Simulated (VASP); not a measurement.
**A VASP 6.6.1 single-point calculation on Li₂O**

INCAR

```
LASPH = .TRUE.
PREC = Accurate
LREAL = .FALSE.
METAGGA = R2SCAN
ISMEAR = 0
NELM = 120
LWAVE = .FALSE.
ENCUT = 520
IBRION = -1
LCHARG = .FALSE.
NSW = 0
SIGMA = 0.01
ISIF = 2
NBANDS = 8
ALGO = Normal
EDIFF = 1E-7
```

KPOINTS

```
KPOINTS created by Atomic Simulation Environment
0
Gamma
10 10 10
0 0 0
```

POSCAR

```
Li O
 1.0000000000000000
     0.0000000000000000    2.2596185042000001    2.2596185042000001
     2.2596185042000001    0.0000000000000000    2.2596185042000001
     2.2596185042000001    2.2596185042000001    0.0000000000000000
 Li  O
   2   1
Cartesian
  1.1298092520999998  1.1298092520999998  1.1298092520999998
  3.3894277562999995  3.3894277562999995  3.3894277562999995
  0.0000000000000000  0.0000000000000000  0.0000000000000000
```

The recommended PBE PAW datasets give the neutral cell 12 valence electrons.

Command

```
mpirun -np 1 vasp_std
```

OSZICAR

```
N       E                     dE             d eps       ncg     rms          rms(c)
DAV:   1     0.303468120962E+02    0.30347E+02   -0.67839E+03   752   0.168E+03
DAV:   2    -0.183137339965E+02   -0.48661E+02   -0.46713E+02   944   0.212E+02
DAV:   3    -0.213778201629E+02   -0.30641E+01   -0.30641E+01  1072   0.677E+01
DAV:   4    -0.214460170561E+02   -0.68197E-01   -0.68197E-01  1160   0.895E+00
DAV:   5    -0.214467995816E+02   -0.78253E-03   -0.78253E-03  1104   0.608E-01    0.680E+00
DAV:   6    -0.166985362605E+02    0.47483E+01   -0.65918E+00   816   0.204E+01    0.211E+00
DAV:   7    -0.167888576227E+02   -0.90321E-01   -0.47782E-01  1160   0.551E+00    0.160E+00
DAV:   8    -0.168279922410E+02   -0.39135E-01   -0.22963E-01   784   0.541E+00    0.756E-01
DAV:   9    -0.168168318498E+02    0.11160E-01   -0.14308E-01   752   0.297E+00    0.221E-01
DAV:  10    -0.168160032111E+02    0.82864E-03   -0.10630E-02   872   0.949E-01    0.456E-02
DAV:  11    -0.168159876074E+02    0.15604E-04   -0.46939E-04  1080   0.229E-01    0.768E-03
DAV:  12    -0.168160047395E+02   -0.17132E-04   -0.72556E-06  1112   0.262E-02    0.821E-03
DAV:  13    -0.168160183562E+02   -0.13617E-04   -0.75826E-06  1064   0.211E-02    0.633E-04
DAV:  14    -0.168160182719E+02    0.84295E-07   -0.18309E-07   960   0.476E-03
   1 F= -.16816018E+02 E0= -.16816018E+02  d E =-.907703E-34
```

From OUTCAR

```
k-points           NKPTS =     47   k-points in BZ     NKDIM =     47   number of bands    NBANDS=      8

   NELECT =      12.0000    total number of electrons

   dimension x,y,z NGX =    24 NGY =   24 NGZ =   24
   dimension x,y,z NGXF=    48 NGYF=   48 NGZF=   48

  energy-cutoff  :      520.00
  volume of cell :       23.07
      direct lattice vectors                 reciprocal lattice vectors
     0.000000000  2.259618504  2.259618504    -0.221276290  0.221276290  0.221276290
     2.259618504  0.000000000  2.259618504     0.221276290 -0.221276290  0.221276290
     2.259618504  2.259618504  0.000000000     0.221276290  0.221276290 -0.221276290

 k-points in reciprocal lattice and weights: KPOINTS created by Atomic Simulation Env
   0.00000000  0.00000000  0.00000000       0.001
   0.10000000  0.00000000  0.00000000       0.008
   0.20000000  0.00000000  0.00000000       0.008
   0.30000000  0.00000000  0.00000000       0.008
   0.40000000  0.00000000  0.00000000       0.008
   0.50000000  0.00000000  0.00000000       0.004
   0.10000000  0.10000000  0.00000000       0.006
   0.20000000  0.10000000  0.00000000       0.024
   ...

 E-fermi :   1.3918

 k-point     1 :       0.0000    0.0000    0.0000
  band No.  band energies     occupation
      1     -42.9344      2.00000
      2     -42.5417      2.00000
      3     -15.1602      2.00000
      4       1.3096      2.00000
      5       1.3097      2.00000
      6       1.3097      2.00000
      7       7.9790      0.00000
      8      14.8233      0.00000

 k-point     2 :       0.1000    0.0000    0.0000
  band No.  band energies     occupation
      1     -42.9231      2.00000
      2     -42.5497      2.00000
      3     -15.1429      2.00000
      4       0.9695      2.00000
      5       1.2590      2.00000
      6       1.2590      2.00000
      7       8.2355      0.00000
      8      14.8726      0.00000

 k-point     3 :       0.2000    0.0000    0.0000
  band No.  band energies     occupation
      1     -42.8906      2.00000
      2     -42.5735      2.00000
      3     -15.0963      2.00000
      4       0.1689      2.00000
      5       1.1317      2.00000
      6       1.1318      2.00000
      7       8.9126      0.00000
      8      14.8607      0.00000

 k-point     4 :       0.3000    0.0000    0.0000
  band No.  band energies     occupation
      1     -42.8415      2.00000
      2     -42.6116      2.00000
      3     -15.0349      2.00000
      4      -0.6972      2.00000
      5       0.9842      2.00000
      6       0.9842      2.00000
      7       9.8714      0.00000
      8      14.4957      0.00000

 k-point     5 :       0.4000    0.0000    0.0000
  band No.  band energies     occupation
      1     -42.7825      2.00000
      2     -42.6618      2.00000
      3     -14.9821      2.00000
      4      -1.3296      2.00000
      5       0.8718      2.00000
      6       0.8718      2.00000
      7      11.0001      0.00000
      8      13.6895      0.00000

 k-point     6 :       0.5000    0.0000    0.0000
  band No.  band energies     occupation
      1     -42.7214      2.00000
      2     -42.7195      2.00000
      3     -14.9610      2.00000
      4      -1.5592      2.00000
      5       0.8303      2.00000
      6       0.8304      2.00000
      7      11.8477      0.00000
      8      12.9275      0.00000

 ...

  Total        0.5271742      0.5271742      0.5271742      0.0000000      0.0000000     -0.0000000
  in kB       36.6040701     36.6040701     36.6040701      0.0000000      0.0000000     -0.0000000
  external PRESSURE =      36.6040701 kB  Pullay stress =       0.0000000 kB

 POSITION                                       TOTAL-FORCE (eV/Angst)
 -----------------------------------------------------------------------------------
      1.12981      1.12981      1.12981        -0.000000     -0.000000     -0.000000
      3.38943      3.38943      3.38943         0.000000      0.000000      0.000000
      0.00000      0.00000      0.00000        -0.000000     -0.000000     -0.000000
 -----------------------------------------------------------------------------------
    total drift:                               -0.000000      0.000000      0.000000

  FREE ENERGIE OF THE ION-ELECTRON SYSTEM (eV)
  ---------------------------------------------------
  free  energy   TOTEN  =       -16.8160182719 eV

  energy  without entropy=      -16.8160182719  energy(sigma->0) =      -16.81601827
```

It converged. Results: gap between bands v and c on the k mesh 5.79 eV; least direct gap on the k mesh 6.67 eV; pressure 3.7 GPa. Band v is the last that the valence electrons fill when counted band by band, and c is the next.

For comparison, a separate r²SCAN run of the intended cell, on usual settings and not on those above, gives a gap of 5.79 eV on its mesh and a pressure of 3.7 GPa.

The run above took about 21 s on one core of a shared host (Intel Xeon Platinum 8488C) and held 0.14 GiB at most.
